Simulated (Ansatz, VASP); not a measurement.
**Cu: VASP beside Ansatz**

```
Cu
1.0
     0.00000    1.82540    1.82540
     1.82540    0.00000    1.82540
     1.82540    1.82540    0.00000
Cu
1
Direct
  0.00000 0.00000 0.00000
```

Change from the starting cell: volume scaled by 1.03, PAW files.

Alike in both runs: task electric field gradients; functional PBE; k mesh 19 × 19 × 19; occupations fermi-dirac, width 0.08 eV; no spin polarisation.

```csv
,VASP,Ansatz
version,VASP 6.6.1,Ansatz 0.2.0
potentials or method,"VASP PAW PBE potentials, release 64 (Cu)","PAW with Ansatz's default frozen-core files, scalar-relativistic"
plane-wave cutoff (eV),520,420
valence electrons in the cell,11,19
```

Ansatz gave:

```
pressure (GPa)                                                 : -2.4
Vzz of the field gradient on the site that differs most (V/Å²) : 0.0
```

Task: Estimate VASP's values.

Result: Pressure (GPa): -1.9; Vzz of the field gradient on the site that differs most (V/Å²): 0.0.

With one functional, cell and mesh, what is left measures potentials, basis and numerics. The two sets of potentials don't hold the same shells in valence.
